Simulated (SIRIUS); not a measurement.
# SnTe under changes of volume

One of the cells (47.091 Å³/atom); the others are scaled copies at fixed shape and fractional positions:

```
Te Sn
1.0
     0.00000    3.61115    3.61115
     3.61115    0.00000    3.61115
     3.61115    3.61115    0.00000
Te Sn
1 1
Direct
  0.25000 0.25000 0.25000
  0.00000 0.00000 0.00000
```

Measurements of this composition are mostly on another form, of space group No. 225.

```yaml
Program: SIRIUS 7.12.0
Functional: PBEsol
Potentials_or_basis: all-electron FP-LAPW
Cutoff: 149 eV
Basis: apw+lo standard
k_mesh: 7 × 7 × 7
Occupations: fermi-dirac, width 0.05 eV
Spin: no spin polarisation
```

```tsv
volume (Å³/atom)	energy over the lowest point (meV/atom)	gap on the mesh (eV)
44.265	0.00	0.13
45.207	0.83	0.19
46.149	4.86	0.24
47.091	?	?
48.033	21.17	0.33
48.974	32.57	0.37
49.916	46.46	0.41
```

Task: What does the run at 47.091 Å³/atom give?

Result: Energy over the lowest point 11.30 meV/atom; gap on the mesh 0.29 eV.

Worked out: A Birch-Murnaghan fit of order 3 (a polynomial in V^(-2/3)) to the other rows has its minimum at 44.49 Å³/atom with B0 = V·E''(V) = 27 GPa and B' = 4.0. It gives 11.69 meV/atom at 47.091 Å³/atom, against the run's 11.30. A straight line through the other rows of the gap, of slope 2.3 eV per unit of ln V, gives 0.28 eV, against the run's 0.29.

Energies are extrapolated to zero smearing.

Caveats: spin-orbit coupling is left out, which moves the levels of the heavy elements; an odd mesh through Γ misses points on the zone boundary, where band edges often lie.
